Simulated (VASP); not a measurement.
Wanted: the native input for a VASP 6.6.1 run.

- Task: band structure
- Functional: r2SCAN
- Potentials or basis: VASP PAW PBE potentials, release 64 (Zn, S)
- Cutoff: 520 eV
- k mesh: 10 × 10 × 10
- Occupations: gaussian, width 0.02 eV
- Spin: no spin polarisation
- Further INCAR settings: ALGO = Normal; EDIFF = 1e-06

The structure of ZnS lies in POSCAR:

```
ZnS
1.0
    0.0000000000      2.6804000000      2.6804000000
    2.6804000000      0.0000000000      2.6804000000
    2.6804000000      2.6804000000      0.0000000000
Zn S
1 1
Direct
    0.0000000000      0.0000000000      0.0000000000
    0.7500000000      0.7500000000      0.7500000000
```

The cell is a database's computed one.

These files were run (other wordings do the same):

INCAR

```
SYSTEM = ZnS
  PREC = Accurate
  ENCUT = 520
  EDIFF = 1E-6
  ISMEAR = 0
  SIGMA = 0.02
  LREAL = .False.
  LASPH = .True.
  NELM = 80
  ALGO = Normal
  ISIF = 2
  LWAVE = .False.
  LCHARG = .False.
  METAGGA = R2SCAN
  LMIXTAU = .True.
```

KPOINTS

```
Automatic mesh
0
Gamma
  10 10 10
  0 0 0
```

KPOINTS_OPT

```
path GXWKGLUWLK,UX
10
line-mode
reciprocal
 0.0000000000  0.0000000000  0.0000000000  G
 0.5000000000  0.0000000000  0.5000000000  X

 0.5000000000  0.0000000000  0.5000000000  X
 0.5000000000  0.2500000000  0.7500000000  W

 0.5000000000  0.2500000000  0.7500000000  W
 0.3750000000  0.3750000000  0.7500000000  K

 0.3750000000  0.3750000000  0.7500000000  K
 0.0000000000  0.0000000000  0.0000000000  G

 0.0000000000  0.0000000000  0.0000000000  G
 0.5000000000  0.5000000000  0.5000000000  L

 0.5000000000  0.5000000000  0.5000000000  L
 0.6250000000  0.2500000000  0.6250000000  U

 0.6250000000  0.2500000000  0.6250000000  U
 0.5000000000  0.2500000000  0.7500000000  W

 0.5000000000  0.2500000000  0.7500000000  W
 0.5000000000  0.5000000000  0.5000000000  L

 0.5000000000  0.5000000000  0.5000000000  L
 0.3750000000  0.3750000000  0.7500000000  K

 0.6250000000  0.2500000000  0.6250000000  U
 0.5000000000  0.0000000000  0.5000000000  X
```

Potentials or basis: VASP PAW PBE potentials, release 64 (Zn, S).

Run with:

```bash
$ cat potpaw_PBE.64/Zn/POTCAR potpaw_PBE.64/S/POTCAR > POTCAR
$ mpirun -np 1 vasp_std > vasp.out
```

It gave:

```
Pressure                : 1.1 GPa
Band gap on the k mesh  : 2.79 eV, direct
Band gap along the path : 2.79 eV, direct
```

Caveat: the PAW data sets were made with another functional, which shifts forces and pressure a little.

Wall time 2 min on 1 thread of Intel(R) Xeon(R) Platinum 8375C CPU @ 2.90GHz (Ice Lake), with other jobs on the host, peak memory 0.19 GiB.
